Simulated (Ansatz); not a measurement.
Wanted: the native input for an Ansatz 0.2.0 run.

```yaml
Task: band structure
Functional: BLYP
Potentials_or_basis: all-electron LAPW, scalar-relativistic
Cutoff: 253 eV (chosen from the basis error)
Basis_error_allowed: 0.001 eV/atom
k_mesh: 10 × 10 × 10
Occupations: fermi-dirac, width 0.05 eV
Spin: no spin polarisation
```

Crystal: ZrC.

```
Zr C
1.0
     0.00000    2.36500    2.36500
     2.36500    0.00000    2.36500
     2.36500    2.36500    0.00000
Zr C
1 1
Direct
  0.50000 0.50000 0.50000
  0.00000 0.00000 0.00000
```

These files were run (other wordings do the same):

input.yaml

```yaml
crystal:
  lattice:
    - [0.0, 2.365, 2.365]
    - [2.365, 0.0, 2.365]
    - [2.365, 2.365, 0.0]
  atoms:
    - { symbol: Zr, position: [0.5, 0.5, 0.5] }
    - { symbol: C, position: [0.0, 0.0, 0.0] }
kpoints:
  mp_grid: { grid: [10, 10, 10] }
  band_path:
    path:
      - [0.0, 0.0, 0.0]
      - [0.5, 0.0, 0.5]
      - [0.5, 0.25, 0.75]
      - [0.375, 0.375, 0.75]
      - [0.0, 0.0, 0.0]
      - [0.5, 0.5, 0.5]
      - [0.625, 0.25, 0.625]
      - [0.5, 0.25, 0.75]
    npoints: 12
scf:
  occupations: { method: fermi_dirac, width: 0.05 }
hamiltonian:
  xc: blyp
  pseudopotentials: { kind: all_electron, lapw: { basis_error: 0.001 } }
output:
  forces: true
  stress: true
  eigenvalues: true
```

Potentials or basis: all-electron LAPW, scalar-relativistic.

The run is started by

```bash
$ ansatz run input.yaml --threads 1 --pin off --max-ram 3072MiB --backend cpu --events-out ev --progress --plain --runs-dir out
```

Results of the run:

| Property | Result |
| --- | --- |
| Pressure | 4.2 GPa |
| Band gap along the path | none (metal or under the smearing width) |

Run time: 9.4 s on 1 thread of Arm Neoverse V2, on a shared host, peak memory 0.28 GiB.
